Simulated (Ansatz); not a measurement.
Runs of Ansatz 0.2.0 on TaSi2. The structure is hexagonal, space group P6_222 (No. 180). The conventional cell has a = 4.780 Å, b = 4.780 Å, c = 6.564 Å, α = 90.00°, β = 90.00°, γ = 120.00°. Around Ta (site symmetry 222) lie 10 Si at 2.59 to 2.76 Å. Around Si (site symmetry 2) lie 5 Si at 2.59 to 2.76 Å and 5 Ta at 2.59 to 2.76 Å. 

```csv
level,gap on the mesh (eV),pressure (GPa),relaxed volume (Å³/atom)
PBEsol+D3(BJ),none,0.0,13.86
PBEsol+D3(BJ)-ATM,none,0.0,(a)
PBEsol+D4,none,0.0,14.11
PBEsol,none,0.0,14.29
```

Alike in all rows: task relaxation of cell and atoms; potentials or basis Ansatz PAW; no spin polarisation; cell relaxed; k mesh 7 × 7 × 4; cutoff (eV) 420; smearing fermi-dirac 0.05 eV.

Question: Fill in the values left out.

Answer: (a) 13.93.

Caveats: the plane-wave basis is chosen anew once the cell has moved, so the energies of steps on either side of that aren't comparable; the PAW data sets come from PBE, with cores solved anew for the run's functional, which leaves a small shift of forces and pressure; pairwise dispersion overbinds metals, which lowers pressure and volume (some runs).

A k mesh can miss the band edges, and the runs leave out spin-orbit coupling on Ta.

A gap of «none» marks a metal or a gap under the smearing width.
